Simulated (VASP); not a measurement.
# Quasiparticle energies of BeTe in VASP, part 2 of 6

How does the gap of BeTe change from the starting functional to GW? The cell is of the zinc-blende type, one of the forms listed for this formula. The start is a computed cell from the Materials Project.

VASP 6.6.1, plane waves and PAW; the level of theory is named at each step.

So far, gap on the k-mesh (eV): step 3 (empty bands, functional PBE) 2.01.

## Step 4: evGW0

This step: evGW0 on PBE; plane waves and PAW (Be_GW, Te_GW) (VASP 6.6.1).

The lowest NBANDSGW levels in G are updated for four passes while W stays fixed, so the result depends less on the starting levels.

Contents of INCAR:

```
SYSTEM = BeTe
PREC = Accurate
ENCUT = 300
ISMEAR = 0
SIGMA = 0.01
LREAL = .FALSE.
GGA = PE
NBANDS = 296
ALGO = EVGW0
NELMGW = 4
ENCUTGW = 200
NOMEGA = 48
PRECFOCK = Fast
NBANDSGW = 16
LWAVE = .FALSE.
LCHARG = .FALSE.
```

Contents of POSCAR:

```
BeTe
1.0
    0.0000000000      2.8314587876      2.8314587876
    2.8314587876      0.0000000000      2.8314587876
    2.8314587876      2.8314587876      0.0000000000
Be Te
1 1
Direct
    0.0000000000      0.0000000000      0.0000000000
    0.7500000000      0.7500000000      0.7500000000
```

Contents of KPOINTS:

```
Automatic mesh
0
Gamma
6 6 6
0 0 0
```

The projector-augmented-wave data sets are Be_GW and Te_GW (PBE family, release 64).

On the command line:

```console
$ mpirun -np 8 vasp_std
```

Log:

```text
[banner, memory and clock lines left out]
running    8 mpi-ranks, on    1 nodes
 distrk:  each k-point on    8 cores,    1 groups
 distr:  one band on    1 cores,    8 groups

 POSCAR found type information on POSCAR BeTe
 POSCAR found :  2 types and       2 ions
 [... a notice as in an earlier step ...]

|                                                                             |
|           W    W    AA    RRRRR   N    N  II  N    N   GGGG   !!!           |
|           W    W   A  A   R    R  NN   N  II  NN   N  G    G  !!!           |
|           W    W  A    A  R    R  N N  N  II  N N  N  G       !!!           |
|           W WW W  AAAAAA  RRRRR   N  N N  II  N  N N  G  GGG   !            |
|           WW  WW  A    A  R   R   N   NN  II  N   NN  G    G                |
|           W    W  A    A  R    R  N    N  II  N    N   GGGG   !!!           |
|                                                                             |
|     The default for ENCUTGWSOFT is different in this version of VASP.       |
|     please manually set ENCUTGWSOFT =200 in the INCAR file.                 |
|                                                                             |

 LDA part: xc-table for (Slater+PW92), standard interpolation
 found WAVECAR, reading the header
 POSCAR, INCAR and KPOINTS ok, starting setup
 FFT: planning ... GRIDC
 FFT: planning ... GRID_SOFT
 FFT: planning ... GRID
 reading WAVECAR
 the WAVECAR file was read successfully
 initial charge from wavefunction
 available memory per node:     16.51 GB, setting MAXMEM to     16906

 The Fermi energy was updated, please check that it is located mid-gap
 values below the HOMO (VB) or above the LUMO (CB) will cause erroneous energies
 E-fermi :   5.6685

 calculate exact exchange contribution
 the WAVEDER file was read successfully
energies w=
    0.000    0.000    0.619    0.000    1.236    0.000    1.847    0.000
    2.452    0.000    3.048    0.000    3.634    0.000    4.209    0.000
    4.774    0.000    5.328    0.000    5.872    0.000    6.408    0.000
    6.935    0.000    7.457    0.000    7.974    0.000    8.488    0.000
    9.002    0.000    9.517    0.000   10.035    0.000   10.560    0.000
   11.094    0.000   11.639    0.000   12.200    0.000   12.779    0.000
   13.381    0.000   14.011    0.000   14.675    0.000   15.378    0.000
   16.128    0.000   16.935    0.000   17.811    0.000   18.768    0.000
   19.824    0.000   21.001    0.000   22.327    0.000   23.838    0.000
   25.583    0.000   27.628    0.000   30.063    0.000   33.021    0.000
   36.695    0.000   41.387    0.000   47.587    0.000   56.158    0.000
   68.758    0.000   89.047    0.000  126.997    0.000  222.861    0.000
 responsefunction array rank=     304
 LDA part: xc-table for (Slater+PW92), standard interpolation

 min. memory requirement per mpi rank    281.3 MB, per node   2250.7 MB

 allocating   6 responsefunctions rank=   304
 shmem allocating  48 responsefunctions rank=   304
 response function shared by NCSHMEM nodes    1
 Doing            6  frequencies on each core in blocks of           48
NQ=   1    0.0000    0.0000    0.0000,
|.........|.........|.........|.........|.........|.........|.........|.........
 performed        656000 updates of chi_q(r,r)
 total number of BLAS operations        420.39 Gflops
NQ=   2    0.1667    0.0000    0.0000,
|.........|.........|.........|.........|.........|.........|.........|.........
 performed       1956000 updates of chi_q(r,r)
 total number of BLAS operations       1325.61 Gflops
NQ=   3    0.3333    0.0000    0.0000,
|.........|.........|.........|.........|.........|.........|.........|.........
 performed       3256000 updates of chi_q(r,r)
 total number of BLAS operations       2182.39 Gflops
NQ=   4    0.5000    0.0000    0.0000,
|.........|.........|.........|.........|.........|.........|.........|.........
 performed       4328000 updates of chi_q(r,r)
 total number of BLAS operations       2817.41 Gflops
NQ=   5    0.1667    0.1667    0.0000,
|.........|.........|.........|.........|.........|.........|.........|.........
 performed       5628000 updates of chi_q(r,r)
 total number of BLAS operations       3722.62 Gflops
NQ=   6    0.3333    0.1667    0.0000,
|.........|.........|.........|.........|.........|.........|.........|.........
 performed       7742000 updates of chi_q(r,r)
 total number of BLAS operations       5184.99 Gflops
NQ=   7    0.5000    0.1667    0.0000,
|.........|.........|.........|.........|.........|.........|.........|.........
 performed       9856000 updates of chi_q(r,r)
 total number of BLAS operations       6637.43 Gflops
NQ=   8   -0.3333    0.1667    0.0000,
|.........|.........|.........|.........|.........|.........|.........|.........
 performed      11970000 updates of chi_q(r,r)
 total number of BLAS operations       8109.77 Gflops
NQ=   9   -0.1667    0.1667    0.0000,
|.........|.........|.........|.........|.........|.........|.........|.........
 performed      13781000 updates of chi_q(r,r)
 total number of BLAS operations       9371.08 Gflops
NQ=  10    0.3333    0.3333    0.0000,
|.........|.........|.........|.........|.........|.........|.........|.........
 performed      15081000 updates of chi_q(r,r)
 total number of BLAS operations      10319.77 Gflops
NQ=  11    0.5000    0.3333    0.0000,
|.........|.........|.........|.........|.........|.........|.........|.........
 performed      17195000 updates of chi_q(r,r)
 total number of BLAS operations      11742.61 Gflops
NQ=  12   -0.3333    0.3333    0.0000,
|.........|.........|.........|.........|.........|.........|.........|.........
 performed      19006000 updates of chi_q(r,r)
 total number of BLAS operations      12911.62 Gflops
NQ=  13    0.5000    0.5000    0.0000,
|.........|.........|.........|.........|.........|.........|.........|.........
 performed      19946000 updates of chi_q(r,r)
 total number of BLAS operations      13597.68 Gflops
NQ=  14    0.5000    0.3333    0.1667,
|.........|.........|.........|.........|.........|.........|.........|.........
 performed      22344000 updates of chi_q(r,r)
 total number of BLAS operations      15189.53 Gflops
NQ=  15   -0.3333    0.3333    0.1667,
|.........|.........|.........|.........|.........|.........|.........|.........
 performed      24591000 updates of chi_q(r,r)
 total number of BLAS operations      16660.17 Gflops
NQ=  16   -0.3333    0.5000    0.1667,
|.........|.........|.........|.........|.........|.........|.........|.........
 performed      26412000 updates of chi_q(r,r)
 total number of BLAS operations      17885.46 Gflops
 resolving degeneracies of screened two electron integrals

[...]
total number of BLAS operations      16660.17 Gflops
NQ=  16   -0.3333    0.5000    0.1667,
|.........|.........|.........|.........|.........|.........|.........|.........
 performed      26412000 updates of chi_q(r,r)
 total number of BLAS operations      17885.46 Gflops
 resolving degeneracies of screened two electron integrals

 calculate QP shifts <psi_nk| G(iteration)W_0 |psi_nk>: iteration 2
 allocating   6 responsefunctions rank=   304
 shmem allocating  48 responsefunctions rank=   304
 response function shared by NCSHMEM nodes    1
 Doing            6  frequencies on each core in blocks of           48
NQ=   1    0.0000    0.0000    0.0000,
|.........|.........|.........|.........|.........|.........|.........|.........
 performed        656000 updates of chi_q(r,r)
 total number of BLAS operations        420.39 Gflops
NQ=   2    0.1667    0.0000    0.0000,
|.........|.........|.........|.........|.........|.........|.........|.........
 performed       1956000 updates of chi_q(r,r)
 total number of BLAS operations       1325.61 Gflops
NQ=   3    0.3333    0.0000    0.0000,
|.........|.........|.........|.........|.........|.........|.........|.........
 performed       3256000 updates of chi_q(r,r)
 total number of BLAS operations       2182.39 Gflops
NQ=   4    0.5000    0.0000    0.0000,
|.........|.........|.........|.........|.........|.........|.........|.........
 performed       4328000 updates of chi_q(r,r)
 total number of BLAS operations       2817.41 Gflops
NQ=   5    0.1667    0.1667    0.0000,
|.........|.........|.........|.........|.........|.........|.........|.........
 performed       5628000 updates of chi_q(r,r)
 total number of BLAS operations       3722.62 Gflops
NQ=   6    0.3333    0.1667    0.0000,
|.........|.........|.........|.........|.........|.........|.........|.........
 performed       7742000 updates of chi_q(r,r)
 total number of BLAS operations       5184.99 Gflops
NQ=   7    0.5000    0.1667    0.0000,
|.........|.........|.........|.........|.........|.........|.........|.........
 performed       9856000 updates of chi_q(r,r)
 total number of BLAS operations       6637.43 Gflops
NQ=   8   -0.3333    0.1667    0.0000,
|.........|.........|.........|.........|.........|.........|.........|.........
 performed      11970000 updates of chi_q(r,r)
 total number of BLAS operations       8109.77 Gflops
NQ=   9   -0.1667    0.1667    0.0000,
|.........|.........|.........|.........|.........|.........|.........|.........
 performed      13781000 updates of chi_q(r,r)
 total number of BLAS operations       9371.08 Gflops
NQ=  10    0.3333    0.3333    0.0000,
|.........|.........|.........|.........|.........|.........|.........|.........
 performed      15081000 updates of chi_q(r,r)
 total number of BLAS operations      10319.77 Gflops
NQ=  11    0.5000    0.3333    0.0000,
|.........|.........|.........|.........|.........|.........|.........|.........
 performed      17195000 updates of chi_q(r,r)
 total number of BLAS operations      11742.61 Gflops
NQ=  12   -0.3333    0.3333    0.0000,
|.........|.........|.........|.........|.........|.........|.........|.........
 performed      19006000 updates of chi_q(r,r)
 total number of BLAS operations      12911.62 Gflops
NQ=  13    0.5000    0.5000    0.0000,
|.........|.........|.........|.........|.........|.........|.........|.........
 performed      19946000 updates of chi_q(r,r)
 total number of BLAS operations      13597.68 Gflops
NQ=  14    0.5000    0.3333    0.1667,
|.........|.........|.........|.........|.........|.........|.........|.........
 performed      22344000 updates of chi_q(r,r)
 total number of BLAS operations      15189.53 Gflops
NQ=  15   -0.3333    0.3333    0.1667,
|.........|.........|.........|.........|.........|.........|.........|.........
 performed      24591000 updates of chi_q(r,r)
 total number of BLAS operations      16660.17 Gflops
NQ=  16   -0.3333    0.5000    0.1667,
|.........|.........|.........|.........|.........|.........|.........|.........
 performed      26412000 updates of chi_q(r,r)
 total number of BLAS operations      17885.46 Gflops
 resolving degeneracies of screened two electron integrals

 calculate QP shifts <psi_nk| G(iteration)W_0 |psi_nk>: iteration 3
 allocating   6 responsefunctions rank=   304
 shmem allocating  48 responsefunctions rank=   304
 response function shared by NCSHMEM nodes    1
 Doing            6  frequencies on each core in blocks of           48
NQ=   1    0.0000    0.0000    0.0000,
|.........|.........|.........|.........|.........|.........|.........|.........
 performed        656000 updates of chi_q(r,r)
 total number of BLAS operations        420.39 Gflops
NQ=   2    0.1667    0.0000    0.0000,
|.........|.........|.........|.........|.........|.........|.........|.........
 performed       1956000 updates of chi_q(r,r)
 total number of BLAS operations       1325.61 Gflops
NQ=   3    0.3333    0.0000    0.0000,
|.........|.........|.........|.........|.........|.........|.........|.........
 performed       3256000 updates of chi_q(r,r)
 total number of BLAS operations       2182.39 Gflops
NQ=   4    0.5000    0.0000    0.0000,
|.........|.........|.........|.........|.........|.........|.........|.........
 performed       4328000 updates of chi_q(r,r)
 total number of BLAS operations       2817.41 Gflops
NQ=   5    0.1667    0.1667    0.0000,
|.........|.........|.........|.........|.........|.........|.........|.........
 performed       5628000 updates of chi_q(r,r)
 total number of BLAS operations       3722.62 Gflops
NQ=   6    0.3333    0.1667    0.0000,
|.........|.........|.........|.........|.........|.........|.........|.........
 performed       7742000 updates of chi_q(r,r)
 total number of BLAS operations       5184.99 Gflops
NQ=   7    0.5000    0.1667    0.0000,
|.........|.........|.........|.........|.........|.........|.........|.........
 performed       9856000 updates of chi_q(r,r)
 total number of BLAS operations       6637.43 Gflops
NQ=   8   -0.3333    0.1667    0.0000,
|.........|.........|.........|.........|.........|.........|.........|.........
 performed      11970000 updates of chi_q(r,r)
 total number of BLAS operations       8109.77 Gflops
NQ=   9   -0.1667    0.1667    0.0000,
|.........|.........|.........|.........|.........|.........|.........|.........
 performed      13781000 updates of chi_q(r,r)
 total number of BLAS operations       9371.08 Gflops
NQ=  10    0.3333    0.3333    0.0000,
|.........|.........|.........|.........|.........|.........|.........|.........
 performed      15081000 updates of chi_q(r,r)
 total number of BLAS operations      10319.77 Gflops
NQ=  11    0.5000    0.3333    0.0000,
|.........|.........|.........|.........|.........|.........|.........|.........
 performed      17195000 updates of chi_q(r,r)
 total number of BLAS operations      11742.61 Gflops
NQ=  12   -0.3333    0.3333    0.0000,
|.........|.........|.........|.........|.........|.........|.........|.........
 performed      19006000 updates of chi_q(r,r)
 total number of BLAS operations      12911.62 Gflops
NQ=  13    0.5000    0.5000    0.0000,
|.........|.........|.........|.........|.........|.........|.........|.........
 performed      19946000 updates of chi_q(r,r)
 total number of BLAS operations      13597.68 Gflops
NQ=  14    0.5000    0.3333    0.1667,
|.........|.........|.........|.........|.........|.........|.........|.........
 performed      22344000 updates of chi_q(r,r)
 total number of BLAS operations      15189.53 Gflops
NQ=  15   -0.3333    0.3333    0.1667,
|.........|.........|.........|.........|.........|.........|.........|.........
 performed      24591000 updates of chi_q(r,r)
 total number of BLAS operations      16660.17 Gflops
NQ=  16   -0.3333    0.5000    0.1667,
|.........|.........|.........|.........|.........|.........|.........|.........
 performed      26412000 updates of chi_q(r,r)
 total number of BLAS operations      17885.46 Gflops
 resolving degeneracies of screened two electron integrals

 calculate QP shifts <psi_nk| G(iteration)W_0 |psi_nk>: iteration 4
 entering main loop
```

Run time: 13 min. Hardware: 8 MPI ranks of AMD EPYC 9R14 (Zen 4), shared host; peak memory 2.6 GiB.

(Part 2 of 6 ends here.)

[Lines on the potential files, build, host, timing and source positions are cut from VASP's logs without a mark.]

[Logs are printed without paths, hosts, clocks, repeated set-up lines and the standing remarks that a program may print on its own settings, such as how far it seeks lower states.]

[Hosts, paths, dates, database ids (printed as entryN), source tags and the programs' standing remarks are cut or masked in the printed files.]

[Pressures printed for these runs are not shown converged in the cutoff: they can be off by several GPa and have the wrong sign.]
